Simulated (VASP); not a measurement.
# BAs (F-43m) in VASP: further runs, part 2 of 2

VASP 6.6.1.

### 4 Relaxation of the atoms, r2SCAN (a relaxed cell with its volume scaled by 1.06)

INCAR

```
SYSTEM = BAs
PREC     = Accurate       ! precision mode
ENCUT    = 600            ! plane-wave cutoff, eV
EDIFF    = 1E-7           ! SCF threshold, eV
ISMEAR   = 0              ! smearing method
SIGMA    = 0.03           ! smearing width, eV
LREAL    = .FALSE.        ! projectors in reciprocal space
LASPH    = .TRUE.         ! aspherical terms in the spheres
NELM     = 80             ! most SCF steps
ALGO     = Normal         ! electronic algorithm
ISIF     = 2              ! what is computed and relaxed
LWAVE    = .FALSE.        ! write WAVECAR
LCHARG   = .FALSE.        ! write CHGCAR
METAGGA  = R2SCAN         ! meta-GGA
LMIXTAU  = .TRUE.       
IBRION   = 2              ! ionic algorithm
NSW      = 40             ! ionic steps
EDIFFG   = -0.01          ! ionic threshold
```

KPOINTS

```
regular mesh
0
G
  10 10 10
  0 0 0
```

POSCAR

```
BAs                                     
1.0
    0.0000000000      2.4401154918      2.4401154918
    2.4401154918      0.0000000000      2.4401154918
    2.4401154918      2.4401154918      0.0000000000
  B               As            
     1     1
Direct
     0.0000000000000000    0.0000000000000000    0.0000000000000000
     0.2500000000000000    0.2500000000000000    0.2500000000000000
```

Potentials or basis: VASP PAW PBE potentials, release 64 (B, As).

Launch:

```console
> cat potpaw_PBE.64/B/POTCAR potpaw_PBE.64/As/POTCAR > POTCAR
> mpirun -np 1 vasp_std > vasp.out
```

OUTCAR:

```text
SYSTEM = BAs
   PREC = Accurate
   ENCUT = 600
   EDIFF = 1E-7
   ISMEAR = 0
   LREAL = .FALSE.
   LASPH = .TRUE.
   NELM = 80
   ISIF = 2
   METAGGA = R2SCAN
   IBRION = 2
   NSW = 40
   EDIFFG = -0.01

 ion  position               nearest neighbor table
   1  0.000  0.000  0.000-   2 2.11   2 2.11   2 2.11   2 2.11
   2  0.250  0.250  0.250-   1 2.11   1 2.11   1 2.11   1 2.11

  LATTYP: Found a face centered cubic cell.
 ALAT       =     4.8802309836

  Lattice vectors:

 A1 = (   0.0000000000,   2.4401154918,   2.4401154918)
 A2 = (   2.4401154918,   0.0000000000,   2.4401154918)
 A3 = (   2.4401154918,   2.4401154918,   0.0000000000)

Analysis of symmetry for initial positions (statically):
=====================================================================
 Subroutine PRICEL returns:
 Original cell was already a primitive cell.

 Routine SETGRP: Setting up the symmetry group for a
 face centered cubic supercell.

 Subroutine GETGRP returns: Found 24 space group operations
 (whereof 24 operations were pure point group operations)
 out of a pool of 48 trial point group operations.

The static configuration has the point symmetry T_d .

Analysis of symmetry for dynamics (positions and initial velocities):
=====================================================================
 Subroutine PRICEL returns:
 Original cell was already a primitive cell.

 Routine SETGRP: Setting up the symmetry group for a
 face centered cubic supercell.

 Subroutine GETGRP returns: Found 24 space group operations
 (whereof 24 operations were pure point group operations)
 out of a pool of 48 trial point group operations.

The dynamic configuration has the point symmetry T_d .

 Subroutine INISYM returns: Found 24 space group operations
 (whereof 24 operations are pure point group operations),
 and found     1 'primitive' translations

----------------------------------------------------------------------------------------

                                     Primitive cell

  volume of cell :      29.0577

  direct lattice vectors                    reciprocal lattice vectors
     0.000000000  2.440115492  2.440115492    -0.204908334  0.204908334  0.204908334
     2.440115492  0.000000000  2.440115492     0.204908334 -0.204908334  0.204908334
     2.440115492  2.440115492  0.000000000     0.204908334  0.204908334 -0.204908334

  length of vectors
     3.450844422  3.450844422  3.450844422     0.354911645  0.354911645  0.354911645

  position of ions in fractional coordinates (direct lattice)
     0.000000000  0.000000000  0.000000000
     0.250000000  0.250000000  0.250000000

  ion indices of the primitive-cell ions
   primitive index   ion index
                 1           1
                 2           2

----------------------------------------------------------------------------------------

 KPOINTS: regular mesh

Automatic generation of k-mesh.
 Grid dimensions read from file:
 generate k-points for:   10   10   10

 Generating k-lattice:

  Cartesian coordinates                     Fractional coordinates (reciprocal lattice)
    -0.020490833  0.020490833  0.020490833     0.100000000  0.000000000  0.000000000
     0.020490833 -0.020490833  0.020490833     0.000000000  0.100000000  0.000000000
     0.020490833  0.020490833 -0.020490833     0.000000000  0.000000000  0.100000000

  Length of vectors
     0.035491165  0.035491165  0.035491165

  Shift w.r.t. Gamma in fractional coordinates (k-lattice)
     0.000000000  0.000000000  0.000000000

 Subroutine IBZKPT returns following result:
 ===========================================

 Found     47 irreducible k-points:

 Following reciprocal coordinates:
            Coordinates               Weight
  0.000000  0.000000  0.000000      1.000000
  0.100000  0.000000  0.000000      8.000000
  0.200000  0.000000  0.000000      8.000000
  0.300000  0.000000  0.000000      8.000000
  0.400000  0.000000  0.000000      8.000000
  0.500000  0.000000  0.000000      4.000000
[... 16 lines left out ...]
  0.300000  0.300000  0.000000      6.000000
  0.400000  0.300000  0.000000     24.000000
 [... further k-points ...]
   k-points           NKPTS =     47   k-points in BZ     NKDIM =     47   number of bands    NBANDS=      8
   number of dos      NEDOS =    301   number of ions     NIONS =      2
   total plane-waves  NPLWV =  21952
   dimension x,y,z NGX =    28 NGY =   28 NGZ =   28
   dimension x,y,z NGXF=    56 NGYF=   56 NGZF=   56
   ions per type =               1   1
   NGX,Y,Z   is equivalent  to a cutoff of  13.49, 13.49, 13.49 a.u.
   NGXF,Y,Z  is equivalent  to a cutoff of  26.98, 26.98, 26.98 a.u.
 SYSTEM =  BAs
   PREC   = accura    normal or accurate (medium, high low for compatibility)
   ISTART =      0    job   : 0-new  1-cont  2-samecut
   ICHARG =      2    charge: 1-file 2-atom 10-const
   ISPIN  =      1    spin polarized calculation?
   LNONCOLLINEAR =      F non collinear calculations
   LSORBIT =      F    spin-orbit coupling
   LASPH  =      T    aspherical Exc in radial PAW
   ENCUT  =  600.0 eV  44.10 Ry    6.64 a.u.   6.89  6.89  6.89*2*pi/ulx,y,z
   NELM   =     80;   NELMIN=  2; NELMDL= -5     # of ELM steps
   EDIFF  = 0.1E-06   stopping-criterion for ELM
   LREAL  =      F    real-space projection
   EDIFFG = -.1E-01   stopping-criterion for IOM
   NSW    =     40    number of steps for IOM
   IBRION =      2    ionic relax: 0-MD 1-quasi-New 2-CG
   NFREE  =      1    steps in history (QN), initial steepest desc. (CG)
   ISIF   =      2    stress and relaxation
   ISYM   =      2    0-nonsym 1-usesym 2-fastsym
   POTIM  = 0.5000    time-step for ionic-motion
   TEBEG  =    0.0;   TEEND  =   0.0 temperature during run
   PSTRESS=    0.0 pullay stress
   NELECT =       8.0000    total number of electrons
   NUPDOWN=      -1.0000    fix difference up-down
   EMIN   =  10.00;   EMAX   =-10.00  energy-range for DOS
   EFERMI =   0.00;   METHOD = LEGACY
   ISMEAR =     0;   SIGMA  =   0.03  broadening in eV -4-tet -1-fermi 0-gaus
   EFERMI_NEDOS =   21; number of points for ismear=-14 and -15
   IALGO  =     38    algorithm
   IMIX   =      4    mixing-type and parameters
     AMIX     =   0.40;   BMIX     =  1.00
     AMIX_MAG =   1.60;   BMIX_MAG =  1.00
  volume/ion in A,a.u.               =      14.53        98.05
  Fermi-wavevector in a.u.,A,eV,Ry     =   1.065004  2.012565 15.432175  1.134233
  Thomas-Fermi vector in A             =   2.200541
   LORBIT       =      0    0 simple, 1 ext, 2 COOP (PROOUT), +10 PAW based schemes
   METAGGA = R2SCAN    functional components
   LHFCALC =     F    Hartree Fock is set to
   AEXX    =    0.0000 exact exchange contribution
   IVDW    =     0    specifies the selected vdW correction
   LEPSILON=     F    determine dielectric tensor
   LRPA    =     F    only Hartree local field effects (RPA)
 conjugate gradient relaxation of ions
 non-spin polarized calculation
 Gauss-broadening in eV      SIGMA  =   0.03
  energy-cutoff  :      600.00
  volume of cell :       29.06
 maximum number of plane-waves:       982
   NGX = 13   NGY = 13   NGZ = 13

 number of electron       7.9999999 magnetization

 Free energy of the ion-electron system (eV)
  ---------------------------------------------------
  ext. energy  EPLUGINS =         0.00000000
  ---------------------------------------------------
  free energy    TOTEN  =       -22.21842087 eV

  energy without entropy =      -22.21842087  energy(sigma->0) =      -22.21842087

 E-fermi :   5.4951     XC(G=0): -10.8452

 val. band max:        5.3249427908   @ k =   0.0000   0.0000   0.0000
 cond. band min:       6.7609989810   @ k =   0.4000   0.4000   0.0000
 fundamental gap:      1.4360561902
 Fermi energy:         5.4950954137

 k-point     1 :       0.0000    0.0000    0.0000
  band No.  band energies     occupation
      1     -10.2399      2.00000
      2       5.3249      2.00000
      3       5.3249      2.00000
      4       5.3249      2.00000
      5       8.7010      0.00000
      6       8.7010      0.00000
      7       8.7010      0.00000
      8       9.6346      0.00000
[... 243 lines left out ...]
 k-point    24 :       0.4000    0.3000    0.0000
  band No.  band energies     occupation
      1      -7.6301      2.00000
      2      -1.3284      2.00000
      3       1.4143      2.00000
      4       1.8798      2.00000
      5       7.2643      0.00000
      6       8.9998      0.00000
      7      14.2786      0.00000
      8      14.5445      0.00000

 [... further k-points ...]
[... 5 lines left out ...]
  --------------------------------------------------------------------------------------
  -------------------------------------------------------------------------------------
  Total       -1.3309139     -1.3309139     -1.3309139      0.0000000      0.0000000      0.0000000
  in kB      -73.3836629    -73.3836629    -73.3836629      0.0000000      0.0000000      0.0000000
  external PRESSURE =     -73.3836629 kB  Pullay stress =       0.0000000 kB

 VOLUME and BASIS-vectors are now :
 -----------------------------------------------------------------------------
  energy-cutoff  :      600.00
  volume of cell :       29.06
      direct lattice vectors                 reciprocal lattice vectors
     0.000000000  2.440115492  2.440115492    -0.204908334  0.204908334  0.204908334
     2.440115492  0.000000000  2.440115492     0.204908334 -0.204908334  0.204908334
     2.440115492  2.440115492  0.000000000     0.204908334  0.204908334 -0.204908334

 POSITION                                       TOTAL-FORCE (eV/Angst)
 -----------------------------------------------------------------------------------
      0.00000      0.00000      0.00000         0.000000     -0.000000      0.000000
      1.22006      1.22006      1.22006        -0.000000      0.000000     -0.000000
 -----------------------------------------------------------------------------------
    total drift:                               -0.000000     -0.000000      0.000000

  FREE ENERGIE OF THE ION-ELECTRON SYSTEM (eV)
  ---------------------------------------------------
  free  energy   TOTEN  =       -22.2184208702 eV

  energy  without entropy=      -22.2184208702  energy(sigma->0) =      -22.21842087

 reached required accuracy - stopping structural energy minimisation
```

Wall time 86 s (1 thread of Intel Xeon Platinum 8488C (Sapphire Rapids), shared host); peak memory 0.17 GiB.

What came out:

```yaml
Free_energy: -22.2184 eV
Pressure_after_relaxing: -7.3 GPa
Band_gap_on_the_k_mesh: 1.44 eV, indirect (least direct gap 3.38 eV)
```

Final structure:
```xyz
2
Lattice="0.0000 2.4401 2.4401 2.4401 0.0000 2.4401 2.4401 2.4401 0.0000" Properties=species:S:1:pos:R:3 pbc="T T T"
B     0.0000    0.0000    0.0000
As    1.2201    1.2201    1.2201
```

Caveat: the relaxation stopped at its first step, so nothing moved; the PAW data sets were made with another functional, which shifts forces and pressure a little.

### 5 Overview

```csv
cell,gap on the mesh (eV),pressure (GPa)
atoms relaxed from: a relaxed cell with its volume scaled by 1.02,1.40,-2.7
atoms relaxed from: a relaxed cell with its volume scaled by 1.04,1.42,-5.1
atoms relaxed from: a relaxed cell with its volume scaled by 1.06,1.44,-7.3
```

Alike in all rows: task relaxation of the atoms; level r2SCAN; potentials or basis VASP PAW PBE potentials, release 64 (B, As); no spin polarisation; k mesh 10 × 10 × 10; cutoff (eV) 600; smearing gaussian 0.03 eV.

Caveats: the relaxation stopped at its first step, so nothing moved; the PAW data sets were made with another functional, which shifts forces and pressure a little.

Absolute energies hang on the potentials; compare differences alone.
